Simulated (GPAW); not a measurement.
**CdS and the effect of the choice of potentials or basis**

It takes space group P6_3mc (No. 186, hexagonal). The conventional cell has a = 4.150 Å, b = 4.150 Å, c = 6.737 Å, α = 90.00°, β = 90.00°, γ = 120.00°. Cd (site symmetry 3m) is surrounded by 4 S at 2.53 to 2.54 Å. S (site symmetry 3m) has 4 Cd at 2.53 to 2.54 Å as nearest neighbours.

Kept alike: task band structure; functional PBE; k mesh 7 × 7 × 4; occupations fermi-dirac, width 0.05 eV; no spin polarisation. Program: GPAW. Cutoffs run from 600 to 1100 eV. The mesh is that of the run's cell of 4 atoms. No spin-orbit coupling.

```csv
choice of potentials or basis,band gap (eV),pressure (GPa)
GPAW PAW data sets (gpaw-data 1.2.1),1.177,1.82
"GPAW PAW data sets (gpaw-data 1.2.1), newer versions",1.181,1.85
PAW data sets generated for this functional,1.177,1.82
SG15 ONCV 1.2,1.197,2.29
```

Pressure is positive in compression; the values hold the error of the finite cutoff, so their zero can differ a little from the energy's minimum. Runs of this series that gave no sound value for these columns are left out. Gaps are the smaller of the mesh's and the band path's.

Task: What does the choice of potentials or basis change here?

Result: The band gap runs from 1.177 (GPAW PAW data sets (gpaw-data 1.2.1); PAW data sets generated for this functional) to 1.197 eV (SG15 ONCV 1.2). Measured: 2.482 eV at 300 K (a printed reference work). Semilocal gaps run low as a rule. The gap moves here only through the cell or the potentials. The pressure runs from 1.82 (GPAW PAW data sets (gpaw-data 1.2.1); PAW data sets generated for this functional) to 2.29 GPa (SG15 ONCV 1.2).
